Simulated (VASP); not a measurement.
# TiSe2 in VASP: further runs, part 2 of 3

VASP 6.6.1. The steps go on from the part before.

## (3) Relaxation of cell and atoms, PBE+D3(BJ)

The COD entry that gives the cell may itself be a prediction, so a difference from it is no test against experiment.

This run uses another cell than the first one, of 73.41 Å³/atom, 0.966 times its volume.

Contents of INCAR:

```
PREC = Accurate
ENCUT = 600
EDIFF = 1E-7
ISMEAR = 0
SIGMA = 0.03
LREAL = F
LASPH = T
NELM = 80
ALGO = Normal
ISIF = 3
LWAVE = F
LCHARG = F
GGA = PE
IVDW = 12
IBRION = 2
NSW = 90
EDIFFG = -0.005
LATTICE_CONSTRAINTS = .TRUE. .TRUE. .FALSE.
```

Contents of KPOINTS:

```
regular mesh
0
Gamma
  12 12 1
```

Contents of POSCAR:

```
TiSe2                                   
1.0
    3.4745717054     -0.0000000000      0.0000000000
   -1.7372858527      3.0090673662      0.0000000000
    0.0000000000      0.0000000000     21.0644416000
  Se              Ti            
     2     1
Direct
     0.6666666699999979    0.3333333300000021    0.4253316809744951
     0.3333333300000021    0.6666666699999979    0.5746683190255046
     1.0000000000000000    0.0000000000000000    0.5000000000000000
```

Potentials or basis: VASP PAW PBE potentials, release 64 (Se, Ti_sv).

Command:

```bash
> cat potpaw_PBE.64/Se/POTCAR potpaw_PBE.64/Ti_sv/POTCAR > POTCAR
> mpirun -np 1 vasp_std > vasp.out
```

OUTCAR:

```text
PREC = Accurate
   ENCUT = 600
   EDIFF = 1E-7
   ISMEAR = 0
   LREAL = F
   LASPH = T
   NELM = 80
   ISIF = 3
   GGA = PE
   IVDW = 12
   IBRION = 2
   NSW = 90
   EDIFFG = -0.005
 IVDW          = 12

 ion  position               nearest neighbor table
   1  0.667  0.333  0.425-   3 2.55   3 2.55   3 2.55
   2  0.333  0.667  0.575-   3 2.55   3 2.55   3 2.55
   3  0.000  0.000  0.500-   1 2.55   2 2.55   1 2.55   2 2.55   1 2.55   2 2.55

  LATTYP: Found a hexagonal cell.
 ALAT       =     3.4745717054
 C/A-ratio  =     6.0624570123

  Lattice vectors:

 A1 = (   3.4745717054,   0.0000000000,   0.0000000000)
 A2 = (  -1.7372858527,   3.0090673662,   0.0000000000)
 A3 = (   0.0000000000,   0.0000000000,  21.0644416000)

Analysis of symmetry for initial positions (statically):
=====================================================================
 Subroutine PRICEL returns:
 Original cell was already a primitive cell.

 Routine SETGRP: Setting up the symmetry group for a
 hexagonal supercell.

 Subroutine GETGRP returns: Found 12 space group operations
 (whereof 12 operations were pure point group operations)
 out of a pool of 24 trial point group operations.

The static configuration has the point symmetry D_3d.

Analysis of symmetry for dynamics (positions and initial velocities):
=====================================================================
 Subroutine PRICEL returns:
 Original cell was already a primitive cell.

 Routine SETGRP: Setting up the symmetry group for a
 hexagonal supercell.

 Subroutine GETGRP returns: Found 12 space group operations
 (whereof 12 operations were pure point group operations)
 out of a pool of 24 trial point group operations.

The dynamic configuration has the point symmetry D_3d.

 Subroutine INISYM returns: Found 12 space group operations
 (whereof 12 operations are pure point group operations),
 and found     1 'primitive' translations

----------------------------------------------------------------------------------------

                                     Primitive cell

  volume of cell :     220.2334

  direct lattice vectors                    reciprocal lattice vectors
     3.474571705  0.000000000  0.000000000     0.287805256  0.166164442  0.000000000
    -1.737285853  3.009067366  0.000000000     0.000000000  0.332328884  0.000000000
     0.000000000  0.000000000 21.064441600     0.000000000  0.000000000  0.047473369

  length of vectors
     3.474571705  3.474571707 21.064441600     0.332328884  0.332328884  0.047473369

  position of ions in fractional coordinates (direct lattice)
     0.666666670  0.333333330  0.425331681
     0.333333330  0.666666670  0.574668319
     0.000000000  0.000000000  0.500000000

  ion indices of the primitive-cell ions
   primitive index   ion index
                 1           1
                 2           2
                 3           3

----------------------------------------------------------------------------------------

 KPOINTS: regular mesh

Automatic generation of k-mesh.
 Grid dimensions read from file:
 generate k-points for:   12   12    1

 Generating k-lattice:

  Cartesian coordinates                     Fractional coordinates (reciprocal lattice)
     0.023983771  0.013847037  0.000000000     0.083333333 -0.000000000  0.000000000
     0.000000000  0.027694074  0.000000000     0.000000000  0.083333333  0.000000000
     0.000000000  0.000000000  0.047473369     0.000000000  0.000000000  1.000000000

  Length of vectors
     0.027694074  0.027694074  0.047473369

  Shift w.r.t. Gamma in fractional coordinates (k-lattice)
     0.000000000  0.000000000  0.000000000

 Subroutine IBZKPT returns following result:
 ===========================================

 Found     19 irreducible k-points:

 Following reciprocal coordinates:
            Coordinates               Weight
  0.000000  0.000000  0.000000      1.000000
  0.083333  0.000000  0.000000      6.000000
  0.166667  0.000000  0.000000      6.000000
  0.250000  0.000000  0.000000      6.000000
  0.333333 -0.000000  0.000000      6.000000
  0.416667 -0.000000  0.000000      6.000000
[... 11 lines left out ...]
  0.333333  0.250000  0.000000     12.000000
  0.333333  0.333333  0.000000      2.000000
   k-points           NKPTS =     19   k-points in BZ     NKDIM =     19   number of bands    NBANDS=     16
   number of dos      NEDOS =    301   number of ions     NIONS =      3
   total plane-waves  NPLWV = 131712
   dimension x,y,z NGX =    28 NGY =   28 NGZ =  168
   dimension x,y,z NGXF=    56 NGYF=   56 NGZF=  336
   ions per type =               2   1
   NGX,Y,Z   is equivalent  to a cutoff of  13.40, 13.40, 13.26 a.u.
   NGXF,Y,Z  is equivalent  to a cutoff of  26.79, 26.79, 26.52 a.u.
 SYSTEM =  unknown system
   PREC   = accura    normal or accurate (medium, high low for compatibility)
   ISTART =      0    job   : 0-new  1-cont  2-samecut
   ICHARG =      2    charge: 1-file 2-atom 10-const
   ISPIN  =      1    spin polarized calculation?
   LNONCOLLINEAR =      F non collinear calculations
   LSORBIT =      F    spin-orbit coupling
   LASPH  =      T    aspherical Exc in radial PAW
   ENCUT  =  600.0 eV  44.10 Ry    6.64 a.u.   6.94  6.94 42.07*2*pi/ulx,y,z
   NELM   =     80;   NELMIN=  2; NELMDL= -5     # of ELM steps
   EDIFF  = 0.1E-06   stopping-criterion for ELM
   LREAL  =      F    real-space projection
   EDIFFG = -.5E-02   stopping-criterion for IOM
   NSW    =     90    number of steps for IOM
   IBRION =      2    ionic relax: 0-MD 1-quasi-New 2-CG
   NFREE  =      1    steps in history (QN), initial steepest desc. (CG)
   ISIF   =      3    stress and relaxation
   ISYM   =      2    0-nonsym 1-usesym 2-fastsym
   POTIM  = 0.5000    time-step for ionic-motion
   TEBEG  =    0.0;   TEEND  =   0.0 temperature during run
   PSTRESS=    0.0 pullay stress
   NELECT =      24.0000    total number of electrons
   NUPDOWN=      -1.0000    fix difference up-down
   EMIN   =  10.00;   EMAX   =-10.00  energy-range for DOS
   EFERMI =   0.00;   METHOD = LEGACY
   ISMEAR =     0;   SIGMA  =   0.03  broadening in eV -4-tet -1-fermi 0-gaus
   EFERMI_NEDOS =   21; number of points for ismear=-14 and -15
   IALGO  =     38    algorithm
   IMIX   =      4    mixing-type and parameters
     AMIX     =   0.40;   BMIX     =  1.00
     AMIX_MAG =   1.60;   BMIX_MAG =  1.00
  volume/ion in A,a.u.               =      73.41       495.40
  Fermi-wavevector in a.u.,A,eV,Ry     =   0.781959  1.477689  8.319425  0.611460
  Thomas-Fermi vector in A             =   1.885584
   LORBIT       =      0    0 simple, 1 ext, 2 COOP (PROOUT), +10 PAW based schemes
   GGA     = PE    functional components
   LHFCALC =     F    Hartree Fock is set to
   AEXX    =    0.0000 exact exchange contribution
   IVDW    =    12    specifies the selected vdW correction
   LEPSILON=     F    determine dielectric tensor
   LRPA    =     F    only Hartree local field effects (RPA)
 conjugate gradient relaxation of ions
 non-spin polarized calculation
 Gauss-broadening in eV      SIGMA  =   0.03
  energy-cutoff  :      600.00
  volume of cell :      220.23
 maximum number of plane-waves:      7373
 NGX is ok and might be reduce to    28
   NGX = 13   NGY = 13   NGZ = 85

 number of electron      24.0000002 magnetization

 Free energy of the ion-electron system (eV)
  ---------------------------------------------------
  ext. energy  EPLUGINS =         0.00000000
  ---------------------------------------------------
  free energy    TOTEN  =       -18.17984229 eV

  energy without entropy =      -18.17938061  energy(sigma->0) =      -18.17961145

 E-fermi :  -2.3295     XC(G=0):  -3.4299

 val. band max:       -2.3498660912   @ k =   0.4167  -0.0000   0.0000
 cond. band min:      -2.2700618744   @ k =   0.0833   0.0000   0.0000
 fundamental gap:      0.0798042168
 Fermi energy:        -2.3295228453

 k-point     1 :       0.0000    0.0000    0.0000
  band No.  band energies     occupation
      1     -59.8519      2.00000
      2     -36.0772      2.00000
      3     -36.0636      2.00000
      4     -36.0636      2.00000
      5     -16.0663      2.00000
      6     -15.1709      2.00000
[... 338 lines left out ...]
      3     -36.1352      2.00000
      4     -36.0516      2.00000
      5     -14.3969      2.00000
      6     -14.3969      2.00000
[... 8 lines left out ...]
     15      -0.8057      0.00000
     16       0.6929      0.00000

------------------------ aborting loop because EDIFF is reached ----------------------------------------

 Edisp (eV)   -0.92364

 E8    (eV) :    -0.4270

  FORCE on cell =-STRESS in cart. coord.  units (eV):
  Direction    XX          YY          ZZ          XY          YZ          ZX
  --------------------------------------------------------------------------------------
  -------------------------------------------------------------------------------------
  Total      -0.00301    -0.00301    -0.01278     0.00000    -0.00000     0.00000
  in kB      -0.02192    -0.02192    -0.09300     0.00000    -0.00000     0.00000
  external pressure =       -0.05 kB  Pullay stress =        0.00 kB

 VOLUME and BASIS-vectors are now :
 -----------------------------------------------------------------------------
  energy-cutoff  :      600.00
  volume of cell :      220.23
      direct lattice vectors                 reciprocal lattice vectors
     3.474571705  0.000000000  0.000000000     0.287805256  0.166164442  0.000000000
    -1.737285853  3.009067366  0.000000000     0.000000000  0.332328884  0.000000000
     0.000000000  0.000000000 21.064441600     0.000000000  0.000000000  0.047473369

 POSITION                                       TOTAL-FORCE (eV/Angst)
 -----------------------------------------------------------------------------------
      1.73729      1.00302      8.95937        -0.000000      0.000000      0.000031
     -0.00000      2.00604     12.10507         0.000000      0.000000     -0.000031
      0.00000      0.00000     10.53222        -0.000000      0.000000      0.000000
 -----------------------------------------------------------------------------------
    total drift:                               -0.000000     -0.000000      0.000000

  FREE ENERGIE OF THE ION-ELECTRON SYSTEM (eV)
  ---------------------------------------------------
  free  energy   TOTEN  =       -19.1034852038 eV

  energy  without entropy=      -19.1030235259  energy(sigma->0) =      -19.10325436

 reached required accuracy - stopping structural energy minimisation
```

Wall time 1.8 min (1 thread of Intel Xeon Platinum 8488C (Sapphire Rapids), shared host); peak memory 0.41 GiB.

What came out:

| Quantity | Value |
| --- | --- |
| Free energy | -19.1035 eV |
| Band gap on the k mesh | none (metal or under the smearing width) |
| Dispersion energy per atom | -0.308 eV |

Final structure:
```
Se Ti
1.0
     3.47457    0.00000    0.00000
    -1.73729    3.00907    0.00000
     0.00000    0.00000   21.06444
Se Ti
2 1
Direct
  0.66667 0.33333 0.42533
  0.33333 0.66667 0.57467
  0.00000 0.00000 0.50000
```

Levels at points of the mesh, in eV from the Fermi level:
| k point | band 9 | band 10 | band 11 | band 12 | band 13 | band 14 | band 15 | band 16 |
| --- | --- | --- | --- | --- | --- | --- | --- | --- |
| (0.00, 0.00, 0.00) | -2.03 | -1.56 | 0.55 | 0.55 | 0.65 | 0.65 | 0.79 | 3.60 |
| (0.50, 0.00, 0.00) | -2.73 | -2.23 | -1.93 | -0.93 | -0.07 | 1.52 | 1.92 | 3.48 |

Caveat: the relaxation stopped at its first step, so nothing moved.

## (4) Relaxation of cell and atoms, r2SCAN+rVV10

Contents of INCAR:

```
PREC = Accurate ; ENCUT = 600
EDIFF = 1E-6 ; ISMEAR = 0
SIGMA = 0.03 ; LREAL = F
LASPH = T ; NELM = 120
ALGO = Normal ; ISIF = 3
LWAVE = F ; LCHARG = F
METAGGA = R2SCAN ; LMIXTAU = T
LUSE_VDW = T ; IVDW_NL = 2
BPARAM = 11.95 ; CPARAM = 0.0093
IBRION = 2 ; NSW = 90
EDIFFG = -0.01 ; LATTICE_CONSTRAINTS = .TRUE. .TRUE. .FALSE.
```

KPOINTS is that of step 3.

Contents of POSCAR:

```
TiSe2
1.0
    3.5360000000      0.0000000000      0.0000000000
   -1.7680000000      3.0622658300      0.0000000000
    0.0000000000      0.0000000000     21.0644416000
Se Ti
2 1
Direct
    0.6666666700      0.3333333300      0.4272603200
    0.3333333300      0.6666666700      0.5727396800
    0.0000000000      0.0000000000      0.5000000000
```

Command:

```bash
> cat potpaw_PBE.64/Se/POTCAR potpaw_PBE.64/Ti_sv/POTCAR > POTCAR
> mpirun -np 1 vasp_std > vasp.out
```

Wall time 47 min (1 thread of Intel Xeon 6975P-C (Granite Rapids), shared host); peak memory 0.94 GiB.

The run converged. Its results:

```yaml
Free_energy: -44.7025 eV
Relaxed_volume: 76.41 Å³/atom
Relaxed_cell: a = 3.545 Å, b = 3.545 Å, c = 21.064 Å, α = 90.00°, β = 90.00°, γ = 120.00°
Space_group_after_relaxing_to_0.05_Å: P-3m1 (No. 164)
Energy_gained_by_relaxing: 0.2 meV/atom
Ionic_steps: 4
Band_gap_on_the_k_mesh: none (metal or under the smearing width)
```

Step by step:
| step | energy change (eV) | largest force (eV/Å) | pressure (GPa) | volume (Å³) |
| --- | --- | --- | --- | --- |
| 1 | 0.0000 | 0.0437 | 0.01 | 228.09 |
| 2 | -0.0003 | 0.0442 | -0.04 | 228.80 |
| 3 | -0.0004 | 0.0444 | -0.06 | 229.21 |
| 4 | -0.0006 | 0.0010 | 0.00 | 229.22 |

Final structure:
```
Se Ti
1.0
     3.54475    0.00000    0.00000
    -1.77238    3.06985    0.00000
     0.00000    0.00000   21.06444
Se Ti
2 1
Direct
  0.66667 0.33333 0.42760
  0.33333 0.66667 0.57240
  0.00000 0.00000 0.50000
```

Levels at points of the mesh, in eV from the Fermi level:
| k point | band 9 | band 10 | band 11 | band 12 | band 13 | band 14 | band 15 | band 16 |
| --- | --- | --- | --- | --- | --- | --- | --- | --- |
| (0.00, 0.00, 0.00) | -2.64 | -1.61 | 0.21 | 0.21 | 0.40 | 0.40 | 0.92 | 3.50 |
| (0.50, 0.00, 0.00) | -2.96 | -2.72 | -2.16 | -1.42 | 0.00 | 1.33 | 1.74 | 3.35 |

Caveat: the PAW data sets were made with another functional, which shifts forces and pressure a little.

## (5) Relaxation of cell and atoms, r2SCAN+rVV10

This run uses another cell than the first one, of 76.41 Å³/atom, 1.005 times its volume.

Contents of INCAR:

```
PREC = Accurate ; ENCUT = 600
EDIFF = 1E-7 ; ISMEAR = 0
SIGMA = 0.03 ; LREAL = F
LASPH = T ; NELM = 120
ALGO = Normal ; ISIF = 3
LWAVE = F ; LCHARG = F
METAGGA = R2SCAN ; LMIXTAU = T
LUSE_VDW = T ; IVDW_NL = 2
BPARAM = 11.95 ; CPARAM = 0.0093
IBRION = 2 ; NSW = 90
EDIFFG = -0.005 ; LATTICE_CONSTRAINTS = .TRUE. .TRUE. .FALSE.
```

KPOINTS is that of step 4.

Contents of POSCAR:

```
TiSe2                                   
1.0
    3.5447528178      0.0000000000      0.0000000000
   -1.7723764089      3.0698459926      0.0000000000
    0.0000000000      0.0000000000     21.0644416000
  Se              Ti            
     2     1
Direct
     0.6666666699999979    0.3333333300000021    0.4275983970305177
     0.3333333300000021    0.6666666699999979    0.5724016029694824
     1.0000000000000000    0.0000000000000000    0.5000000000000000
```

Command:

```bash
> cat potpaw_PBE.64/Se/POTCAR potpaw_PBE.64/Ti_sv/POTCAR > POTCAR
> mpirun -np 1 vasp_std > vasp.out
```

Run time: 30 min. Hardware: 1 thread of Intel Xeon 6975P-C (Granite Rapids), shared host; peak memory 0.89 GiB.

The run converged. Its results:

| Property | Result |
| --- | --- |
| Free energy | -44.7026 eV |
| Band gap on the k mesh | none (metal or under the smearing width) |

Final structure:
```
Se Ti
1.0
     3.54475    0.00000    0.00000
    -1.77238    3.06985    0.00000
     0.00000    0.00000   21.06444
Se Ti
2 1
Direct
  0.66667 0.33333 0.42760
  0.33333 0.66667 0.57240
  0.00000 0.00000 0.50000
```

Levels at points of the mesh, in eV from the Fermi level:
```csv
k point,band 8,band 9,band 10,band 11,band 12,band 13,band 14,band 15,band 16
"(0.00, 0.00, 0.00)",-2.64,-2.64,-1.61,0.21,0.21,0.40,0.40,0.92,3.50
"(0.50, 0.00, 0.00)",-4.38,-2.96,-2.72,-2.16,-1.42,0.00,1.33,1.74,3.35
```

Caveat: the relaxation stopped at its first step, so nothing moved; the PAW data sets were made with another functional, which shifts forces and pressure a little.

(Part 2 of 3 ends here.)
